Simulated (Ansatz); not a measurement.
**Band structure of Bi2Se3**

```
CELL_PARAMETERS angstrom
2.07150 1.19598 9.54533
-2.07150 1.19598 9.54533
0.00000 -2.39196 9.54533
ATOMIC_POSITIONS crystal
Bi 0.40080 0.40080 0.40080
Bi 0.59920 0.59920 0.59920
Se 0.00000 0.00000 0.00000
Se 0.21170 0.21170 0.21170
Se 0.78830 0.78830 0.78830
```

Atom numbers follow the list: Bi1, Bi2, Se3, Se4, Se5.

The conventional cell has a = 4.143 Å, b = 4.143 Å, c = 28.636 Å, α = 90.00°, β = 90.00°, γ = 120.00°. Around Bi (atom 1) lie 6 Se at 2.85 to 3.07 Å. Se (atom 3) is surrounded by 6 Bi at 3.07 Å. Se (atom 4) is surrounded by 3 Bi at 2.85 Å.

The cell is COD entry 9011965, as deposited and not checked against the literature; nothing was relaxed.

No spin–orbit coupling, which matters for the heavy atoms here.

Method: Ansatz 0.2.0, DFT, PBE, all-electron LAPW, scalar-relativistic.

Sampling and basis: a Γ-centred 6×6×6 k mesh, Fermi–Dirac smearing of 0.03 eV, basis error target 0.5 meV/atom, no spin polarisation.

Points in fractions of the reciprocal vectors of this cell: Γ (0, 0, 0), T (0.5, 0.5, 0.5), H2 (0.823, 0.177, 0.5), H0 (0.5, -0.177, 0.177), L (0.5, 0, 0), S0 (0.339, -0.339, 0), S2 (0.661, 0, 0.339), F (0.5, 0, 0.5). The path joins them by straight lines in the order Γ–T–H2–H0–L–Γ–S0–S2–F; legs that retrace an earlier one aren't tabulated. Energies are in eV from the top of the valence band.

(1) List the levels at S2 between -14 and 8 eV.

(2) List the levels at H2 between -14 and 8 eV.

(3) List the levels at Γ between -14 and 8 eV.

(4) What is the band gap?

Results:

(1) -12.39, -12.38, -12.34, -10.87, -10.85, -4.95, -4.45, -4.30, -4.05, -3.00 (×2), -1.74, -1.22, -0.69, 1.66, 2.52, 2.60, 4.03, 4.19, 4.58, 6.15, 6.93, 7.07, 7.50, 7.51.

(2) -12.40, -12.38, -12.33, -10.86, -10.84, -4.93, -4.38, -4.36, -4.03, -3.33, -2.65, -1.88, -1.07, -0.70, 1.66, 2.24, 2.86, 3.79, 4.47, 4.53, 6.13, 6.72, 7.38, 7.47, 7.52.

(3) -13.71, -12.84, -9.52, -8.75, -2.19, -2.11, -1.88 (×2), -1.87 (×2), -1.21 (×2), 0.00, 0.22, 1.40 (×2), 2.13, 2.72 (×2), 5.84, 7.01 (×2), 7.07, 7.10, 7.79 (×2).

(4) 0.22 eV, direct at Γ (so small a gap may close at points that the mesh and path miss).
